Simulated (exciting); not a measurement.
Wanted: the native input for an exciting (release sodium) run.

* Task: single point
* Functional: RPBE
* Potentials or basis: all-electron LAPW+lo, shipped species files, valence relativity iora*
* rgkmax: 7.5
* k mesh: 11 × 11 × 11
* Occupations: gaussian, width 0.05 eV
* Spin: no spin polarisation
* outputlevel: low
* gmaxvr (cutoff of density and potential): 14 1/bohr
* lmaxapw (and lmaxmat): 10
* lmaxvr: 8
* nempty: 8
* Valence relativity: iora*
* epsengy: 1e-05 Ha
* epspot: 1e-05 Ha
* maxscl: 60
* Muffin-tin radii: Al 2.0 bohr

Al:

```
Al
1.0
     0.00000    2.02481    2.02481
     2.02481    0.00000    2.02481
     2.02481    2.02481    0.00000
Al
1
Cartesian
  0.0000 0.0000 0.0000
```

The input as run:

input.xml

```xml
<input>
  <title>Al</title>
  <structure speciespath="./" tshift="false">
    <crystal scale="1">
      <basevect>0.000000000000 3.826326905773 3.826326905773</basevect>
      <basevect>3.826326905773 0.000000000000 3.826326905773</basevect>
      <basevect>3.826326905773 3.826326905773 0.000000000000</basevect>
    </crystal>
    <species speciesfile="Al.xml" rmt="2">
      <atom coord="0.000000000000 0.000000000000 0.000000000000"/>
    </species>
  </structure>
  <groundstate do="fromscratch" ngridk="11 11 11" rgkmax="7.5" gmaxvr="14" lmaxapw="10" lmaxmat="10" lmaxvr="8" stype="Gaussian" swidth="0.00183747" nempty="8" ValenceRelativity="iora*" epsengy="1e-05" epspot="1e-05" maxscl="60" tforce="true" outputlevel="low">
    <libxc exchange="XC_GGA_X_RPBE" correlation="XC_GGA_C_PBE"/>
  </groundstate>
</input>
```

Potentials or basis: all-electron LAPW+lo, shipped species files, valence relativity iora*.

Command:

```sh
$ OMP_NUM_THREADS=1 exciting_smp
```

Results of the run:

```
Band gap on the k mesh : none (metal or under the smearing width)
```

Caveat: the log's total energy holds no entropy term; the free energy is that total less TS from the occupations.

It took 14 s on 1 thread of Arm Neoverse V1, on a shared host, peak memory 0.09 GiB.
